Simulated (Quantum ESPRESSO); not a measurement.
Sb in Quantum ESPRESSO: the effect of target pressure

The system is Sb.

```
Sb
1.0
    -1.87134    1.87134    1.87134
     1.87134   -1.87134    1.87134
     1.87134    1.87134   -1.87134
Sb
1
Direct
  0.00000 0.00000 0.00000
```

This isn't the form of Sb at room conditions, which is rhombohedral.

Alike in all runs:

```yaml
Program: Quantum ESPRESSO 7.5
Task: phonons
Functional: LDA
Potentials_or_basis: PseudoDojo 0.4.1 SR LDA standard
Cutoff: 1143 eV
Density_cutoff: 4572 eV
k_mesh: 8 × 8 × 8
Occupations: cold, width 0.2 eV
Spin: no spin polarisation
```

Each run relaxes the cell or the atoms first.

```tsv
target pressure	relaxed volume (Å³/atom)	highest phonon frequency (cm⁻¹)
0 GPa	25.31	-37
10 GPa	22.83	132
25 GPa	20.63	147
50 GPa	18.42	192
80 GPa	?	?
```

**Question.** What does the run with target pressure 80 GPa give?

**Answer.** Relaxed volume 16.78 Å³/atom; highest phonon frequency 236 cm⁻¹.

Worked out: In Murnaghan's law V^(-B') rises as a straight line in P. The other rows fit best with B' = 3.9, V0 = 25.31 Å³/atom and B0 = 80 GPa, which gives 16.82 Å³/atom at 80 GPa, against the run's 16.78. The highest phonon frequency follows no smooth curve through the other rows.

Caveats: the mesh is thin for the phonons of a metal; the cell is more than 3 GPa from zero pressure, which shifts response properties (some runs); the volume moved by over 15 % at a fixed basis, so the end points are rough (some runs); some modes are imaginary (some runs).
